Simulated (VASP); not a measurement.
# W (Im-3m) in VASP: further runs

The runs below take W through relaxation of the atoms, with PBE.

Program: VASP 6.6.1. These are calculated values, not measurements. Logs are shortened: lines on timing, memory, paths and dates and some standing lists are left out, and cuts for length are marked.

## 1. Starting point

The structure is cubic, space group Im-3m (No. 229). Conventional cell: a = 3.185 Å, b = 3.185 Å, c = 3.185 Å, α = 90.00°, β = 90.00°, γ = 90.00°. W (site symmetry m-3m) has 8 W at 2.76 Å as nearest neighbours.

## 2. Relaxation of the atoms, PBE (a relaxed cell with its volume scaled by 0.98)

INCAR reads:

```
SYSTEM = W
  PREC = Accurate
  ENCUT = 600
  EDIFF = 1E-7
  ISMEAR = 1
  SIGMA = 0.1
  LREAL = .False.
  LASPH = .True.
  NELM = 80
  ALGO = Normal
  ISIF = 2
  LWAVE = .False.
  LCHARG = .False.
  GGA = PE
  IBRION = 2
  NSW = 40
  EDIFFG = -0.01
```

KPOINTS reads:

```
regular mesh
0
Gamma
  16 16 16
  0 0 0
```

POSCAR reads:

```
W                                       
1.0
   -1.5816190234      1.5816190234      1.5816190234
    1.5816190234     -1.5816190234      1.5816190234
    1.5816190234      1.5816190234     -1.5816190234
  W             
     1
Direct
     0.0000000000000000    0.0000000000000000    0.0000000000000000
```

Potentials or basis: VASP PAW PBE potentials, release 64 (W_sv).

The run is started by

```bash
$ cat potpaw_PBE.64/W_sv/POTCAR > POTCAR
$ mpirun -np 1 vasp_std > vasp.out
```

OUTCAR:

```text
SYSTEM = W
   PREC = Accurate
   ENCUT = 600
   EDIFF = 1E-7
   ISMEAR = 1
   LREAL = .False.
   LASPH = .True.
   NELM = 80
   ISIF = 2
   GGA = PE
   IBRION = 2
   NSW = 40
   EDIFFG = -0.01

 ion  position               nearest neighbor table
   1  0.000  0.000  0.000-

  LATTYP: Found a body centered cubic cell.
 ALAT       =     3.1632380468

  Lattice vectors:

 A1 = (  -1.5816190234,   1.5816190234,   1.5816190234)
 A2 = (   1.5816190234,  -1.5816190234,   1.5816190234)
 A3 = (   1.5816190234,   1.5816190234,  -1.5816190234)

Analysis of symmetry for initial positions (statically):
=====================================================================
 Subroutine PRICEL returns:
 Original cell was already a primitive cell.

 Routine SETGRP: Setting up the symmetry group for a
 body centered cubic supercell.

 Subroutine GETGRP returns: Found 48 space group operations
 (whereof 48 operations were pure point group operations)
 out of a pool of 48 trial point group operations.

The static configuration has the point symmetry O_h .

Analysis of symmetry for dynamics (positions and initial velocities):
=====================================================================
 Subroutine PRICEL returns:
 Original cell was already a primitive cell.

 Routine SETGRP: Setting up the symmetry group for a
 body centered cubic supercell.

 Subroutine GETGRP returns: Found 48 space group operations
 (whereof 48 operations were pure point group operations)
 out of a pool of 48 trial point group operations.

The dynamic configuration has the point symmetry O_h .

 Subroutine INISYM returns: Found 48 space group operations
 (whereof 48 operations are pure point group operations),
 and found     1 'primitive' translations

----------------------------------------------------------------------------------------

                                     Primitive cell

  volume of cell :      15.8258

  direct lattice vectors                    reciprocal lattice vectors
    -1.581619023  1.581619023  1.581619023     0.000000000  0.316131757  0.316131757
     1.581619023 -1.581619023  1.581619023     0.316131757  0.000000000  0.316131757
     1.581619023  1.581619023 -1.581619023     0.316131757  0.316131757  0.000000000

  length of vectors
     2.739444507  2.739444507  2.739444507     0.447077818  0.447077818  0.447077818

  position of ions in fractional coordinates (direct lattice)
     0.000000000  0.000000000  0.000000000

  ion indices of the primitive-cell ions
   primitive index   ion index
                 1           1

----------------------------------------------------------------------------------------

 KPOINTS: regular mesh

Automatic generation of k-mesh.
 Grid dimensions read from file:
 generate k-points for:   16   16   16

 Generating k-lattice:

  Cartesian coordinates                     Fractional coordinates (reciprocal lattice)
     0.000000000  0.019758235  0.019758235     0.062500000  0.000000000  0.000000000
     0.019758235  0.000000000  0.019758235     0.000000000  0.062500000  0.000000000
     0.019758235  0.019758235  0.000000000     0.000000000  0.000000000  0.062500000

  Length of vectors
     0.027942364  0.027942364  0.027942364

  Shift w.r.t. Gamma in fractional coordinates (k-lattice)
     0.000000000  0.000000000  0.000000000

 Subroutine IBZKPT returns following result:
 ===========================================

 Found    145 irreducible k-points:

 Following reciprocal coordinates:
            Coordinates               Weight
  0.000000  0.000000  0.000000      1.000000
  0.062500  0.000000  0.000000     12.000000
  0.125000  0.000000  0.000000     12.000000
  0.187500  0.000000  0.000000     12.000000
  0.250000  0.000000  0.000000     12.000000
  0.312500  0.000000  0.000000     12.000000
[... 16 lines left out ...]
  0.187500  0.187500  0.000000     24.000000
  0.250000  0.187500 -0.000000     48.000000
 [... further k-points ...]
   k-points           NKPTS =    145   k-points in BZ     NKDIM =    145   number of bands    NBANDS=     11
   number of dos      NEDOS =    301   number of ions     NIONS =      1
   total plane-waves  NPLWV =  13824
   dimension x,y,z NGX =    24 NGY =   24 NGZ =   24
   dimension x,y,z NGXF=    48 NGYF=   48 NGZF=   48
   ions per type =               1
   NGX,Y,Z   is equivalent  to a cutoff of  14.56, 14.56, 14.56 a.u.
   NGXF,Y,Z  is equivalent  to a cutoff of  29.13, 29.13, 29.13 a.u.
 SYSTEM =  W
   PREC   = accura    normal or accurate (medium, high low for compatibility)
   ISTART =      0    job   : 0-new  1-cont  2-samecut
   ICHARG =      2    charge: 1-file 2-atom 10-const
   ISPIN  =      1    spin polarized calculation?
   LNONCOLLINEAR =      F non collinear calculations
   LSORBIT =      F    spin-orbit coupling
   LASPH  =      T    aspherical Exc in radial PAW
   ENCUT  =  600.0 eV  44.10 Ry    6.64 a.u.   5.47  5.47  5.47*2*pi/ulx,y,z
   NELM   =     80;   NELMIN=  2; NELMDL= -5     # of ELM steps
   EDIFF  = 0.1E-06   stopping-criterion for ELM
   LREAL  =      F    real-space projection
   EDIFFG = -.1E-01   stopping-criterion for IOM
   NSW    =     40    number of steps for IOM
   IBRION =      2    ionic relax: 0-MD 1-quasi-New 2-CG
   NFREE  =      1    steps in history (QN), initial steepest desc. (CG)
   ISIF   =      2    stress and relaxation
   ISYM   =      2    0-nonsym 1-usesym 2-fastsym
   POTIM  = 0.5000    time-step for ionic-motion
   TEBEG  =    0.0;   TEEND  =   0.0 temperature during run
   PSTRESS=    0.0 pullay stress
   NELECT =      14.0000    total number of electrons
   NUPDOWN=      -1.0000    fix difference up-down
   EMIN   =  10.00;   EMAX   =-10.00  energy-range for DOS
   EFERMI =   0.00;   METHOD = LEGACY
   ISMEAR =     1;   SIGMA  =   0.10  broadening in eV -4-tet -1-fermi 0-gaus
   EFERMI_NEDOS =   21; number of points for ismear=-14 and -15
   IALGO  =     38    algorithm
   IMIX   =      4    mixing-type and parameters
     AMIX     =   0.40;   BMIX     =  1.00
     AMIX_MAG =   1.60;   BMIX_MAG =  1.00
  volume/ion in A,a.u.               =      15.83       106.80
  Fermi-wavevector in a.u.,A,eV,Ry     =   1.571553  2.969804 33.603371  2.469778
  Thomas-Fermi vector in A             =   2.673120
   LORBIT       =      0    0 simple, 1 ext, 2 COOP (PROOUT), +10 PAW based schemes
   GGA     = PE    functional components
   LHFCALC =     F    Hartree Fock is set to
   AEXX    =    0.0000 exact exchange contribution
   IVDW    =     0    specifies the selected vdW correction
   LEPSILON=     F    determine dielectric tensor
   LRPA    =     F    only Hartree local field effects (RPA)
 conjugate gradient relaxation of ions
 non-spin polarized calculation
 Methfessel and Paxton  Order N= 1 SIGMA  =   0.10
  energy-cutoff  :      600.00
  volume of cell :       15.83
 maximum number of plane-waves:       543
 NGX is ok and might be reduce to    24
   NGX = 11   NGY = 11   NGZ = 11

 number of electron      14.0000001 magnetization

 Free energy of the ion-electron system (eV)
  ---------------------------------------------------
  ext. energy  EPLUGINS =         0.00000000
  ---------------------------------------------------
  free energy    TOTEN  =       -12.95050787 eV

  energy without entropy =      -12.94995540  energy(sigma->0) =      -12.95032371

 E-fermi :  11.5161     XC(G=0): -13.6489

 val. band max:       11.5079084960   @ k =  -0.3125   0.3125   0.1875
 cond. band min:      11.5349003561   @ k =  -0.2500   0.2500   0.1250
 fundamental gap:      0.0269918602
 Fermi energy:        11.5161250069

 k-point     1 :       0.0000    0.0000    0.0000
  band No.  band energies     occupation
      1     -62.7072      2.00000
      2     -26.2673      2.00000
      3     -26.2673      2.00000
      4     -26.2673      2.00000
      5       1.8207      2.00000
      6      10.2384      2.00000
      7      10.2384      2.00000
      8      10.2384      2.00000
      9      13.7357      0.00000
     10      13.7357      0.00000
     11      25.9874      0.00000

 k-point     2 :       0.0625    0.0000    0.0000
  band No.  band energies     occupation
      1     -62.7021      2.00000
      2     -26.3207      2.00000
      3     -26.2840      2.00000
      4     -26.2676      2.00000
      5       2.0105      2.00000
      6      10.1226      2.00000
      7      10.2117      2.00000
      8      10.4215      2.00000
      9      13.5508      0.00000
     10      13.7366      0.00000
     11      26.1499      0.00000

 k-point     3 :       0.1250    0.0000    0.0000
  band No.  band energies     occupation
      1     -62.6876      2.00000
      2     -26.4707      2.00000
      3     -26.3310      2.00000
      4     -26.2683      2.00000
      5       2.5524      2.00000
      6       9.8093      2.00000
      7      10.0899      2.00000
      8      10.9632      2.00000
      9      13.1919     -0.00000
     10      13.7512      0.00000
     11      26.5333      0.00000

 k-point     4 :       0.1875    0.0000    0.0000
  band No.  band energies     occupation
      1     -62.6657      2.00000
      2     -26.6900      2.00000
      3     -26.4008      2.00000
      4     -26.2695      2.00000
      5       3.3568      2.00000
      6       9.3791      2.00000
      7       9.8322      2.00000
      8      11.8400     -0.00005
      9      13.0048     -0.00000
     10      13.8061      0.00000
     11      26.7466      0.00000
[... 239 lines left out ...]
 k-point    22 :       0.4375    0.1250   -0.0000
  band No.  band energies     occupation
      1     -62.5671      2.00000
      2     -27.5002      2.00000
      3     -26.7535      2.00000
      4     -26.3443      2.00000
      5       5.7088      2.00000
      6       8.0221      2.00000
      7      11.0389      2.00000
      8      13.4479     -0.00000
      9      15.0147      0.00000
     10      18.5309      0.00000
     11      21.7925      0.00000

 k-point    23 :       0.1875    0.1875    0.0000
  band No.  band energies     occupation
      1     -62.6079      2.00000
      2     -27.1577      2.00000
      3     -26.5824      2.00000
      4     -26.3622      2.00000
      5       5.5310      2.00000
      6       8.5966      2.00000
      7       8.9644      2.00000
      8      12.7790     -0.00000
      9      14.4970      0.00000
     10      15.2080      0.00000
     11      25.4122      0.00000

 k-point    24 :       0.2500    0.1875   -0.0000
  band No.  band energies     occupation
      1     -62.5875      2.00000
      2     -27.2865      2.00000
      3     -26.6913      2.00000
      4     -26.3794      2.00000
      5       6.1123      2.00000
      6       8.3293      2.00000
      7       9.1453      2.00000
      8      13.0445     -0.00000
      9      14.5917      0.00000
     10      16.7923      0.00000
     11      23.9594      0.00000

 [... further k-points ...]
[... 5 lines left out ...]
  --------------------------------------------------------------------------------------
  -------------------------------------------------------------------------------------
  Total        0.6269241      0.6269241      0.6269241      0.0000000      0.0000000      0.0000000
  in kB       63.4687458     63.4687458     63.4687458      0.0000000      0.0000000      0.0000000
  external PRESSURE =      63.4687458 kB  Pullay stress =       0.0000000 kB

 VOLUME and BASIS-vectors are now :
 -----------------------------------------------------------------------------
  energy-cutoff  :      600.00
  volume of cell :       15.83
      direct lattice vectors                 reciprocal lattice vectors
    -1.581619023  1.581619023  1.581619023     0.000000000  0.316131757  0.316131757
     1.581619023 -1.581619023  1.581619023     0.316131757  0.000000000  0.316131757
     1.581619023  1.581619023 -1.581619023     0.316131757  0.316131757  0.000000000

 POSITION                                       TOTAL-FORCE (eV/Angst)
 -----------------------------------------------------------------------------------
      0.00000      0.00000      0.00000        -0.000000     -0.000000      0.000000
 -----------------------------------------------------------------------------------
    total drift:                                0.000000      0.000000     -0.000000

  FREE ENERGIE OF THE ION-ELECTRON SYSTEM (eV)
  ---------------------------------------------------
  free  energy   TOTEN  =       -12.9505078681 eV

  energy  without entropy=      -12.9499553955  energy(sigma->0) =      -12.95032371

 reached required accuracy - stopping structural energy minimisation
```

Run time: 12 s. Hardware: 1 thread of Intel Xeon 6975P-C (Granite Rapids), shared host; peak memory 0.16 GiB.

Results:

```
Free energy             : -12.9505 eV
Pressure after relaxing : 6.3 GPa
Band gap on the k mesh  : none (metal or under the smearing width)
```

Final structure:
```yaml
crystal:
  lattice:
    - [-1.58162, 1.58162, 1.58162]
    - [1.58162, -1.58162, 1.58162]
    - [1.58162, 1.58162, -1.58162]
  atoms:
    - { symbol: W, position: [0.00000, 0.00000, 0.00000] }
```

Caveat: the relaxation stopped at its first step, so nothing moved. Spin-orbit coupling is left out, which matters for the levels of W.

## 3. Relaxation of the atoms, PBE

INCAR is that of step 2.

KPOINTS is that of step 2.

POSCAR reads:

```
W                                       
1.0
   -1.5923059626      1.5923059626      1.5923059626
    1.5923059626     -1.5923059626      1.5923059626
    1.5923059626      1.5923059626     -1.5923059626
  W             
     1
Direct
     0.0000000000000000    0.0000000000000000    0.0000000000000000
```

Potentials or basis: VASP PAW PBE potentials, release 64 (W_sv).

The run is started by

```bash
$ cat potpaw_PBE.64/W_sv/POTCAR > POTCAR
$ mpirun -np 1 vasp_std > vasp.out
```

Run time: 12 s. Hardware: 1 thread of Intel Xeon 6975P-C (Granite Rapids), shared host; peak memory 0.16 GiB.

It converged, with:

* Free energy: -12.9568 eV
* Pressure after relaxing: 0.0 GPa
* Band gap on the k mesh: none (metal or under the smearing width)

Final structure:
```
W
1.0
    -1.59231    1.59231    1.59231
     1.59231   -1.59231    1.59231
     1.59231    1.59231   -1.59231
W
1
Direct
  0.00000 0.00000 0.00000
```

Levels at points of the mesh, in eV from the Fermi level:
| k point | band 3 | band 4 | band 5 | band 6 | band 7 | band 8 | band 9 | band 10 | band 11 |
| --- | --- | --- | --- | --- | --- | --- | --- | --- | --- |
| (0.00, 0.00, 0.00) | -37.84 | -37.84 | -9.58 | -1.24 | -1.24 | -1.24 | 2.17 | 2.17 | 14.43 |
| (0.50, 0.00, 0.00) | -38.23 | -37.84 | -6.20 | -3.52 | 0.57 | 2.06 | 3.01 | 5.94 | 10.74 |
| (0.50, 0.50, 0.50) | -38.69 | -38.69 | -5.73 | -5.73 | 4.99 | 4.99 | 4.99 | 8.05 | 8.05 |

Caveat: the relaxation stopped at its first step, so nothing moved.

[end of part 1 of 2]
